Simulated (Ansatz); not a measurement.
One crystal and one scan (frozen-phonon scan) at two levels, PBE (plane waves to 420 eV, PAW, scalar-relativistic; Ansatz, an electronic-structure program) and r2SCAN (plane waves to 500 eV, PAW, scalar-relativistic; Ansatz), each from its own relaxed cell and on its own mesh.

The crystal is GeTe (alpha-GeTe type, space group R3m); a phonon pattern at T = (0.5, 0.5, 0.5) is frozen into a 4-atom cell, Q being the largest atomic displacement.

GeTe was relaxed with its symmetry unable to fall. Spin-orbit coupling is left out, though Te is heavy.

| quantity | run 1 | run 2 |
|---|---|---|
| Lattice constant a (Å) | 4.187 | 4.227 |
| Lattice constant c (Å) | 11.06 | 10.92 |
| Relaxed volume (Å³/atom) | 27.99 | 28.16 |
| Band gap of the relaxed cell, no spin-orbit coupling (eV) | 0.64 | 0.62 |
| Harmonic wavenumber from the curvature (finite differences) (cm⁻¹ (negative: imaginary)) | 75 | 82 |

**Question.** Which run is which level?

**Answer.** Run 2 is PBE, run 1 is r2SCAN. PBE gives the higher value for: lattice constant a; relaxed volume; harmonic wavenumber from the curvature. PBE gives the lower value for: lattice constant c. Both give the same shape of the curve: a single well with its minimum at or next to zero displacement.

(For displaced atoms, the force is minus the slope of the energy, and its curvature is a force constant, which sets phonon frequencies.)
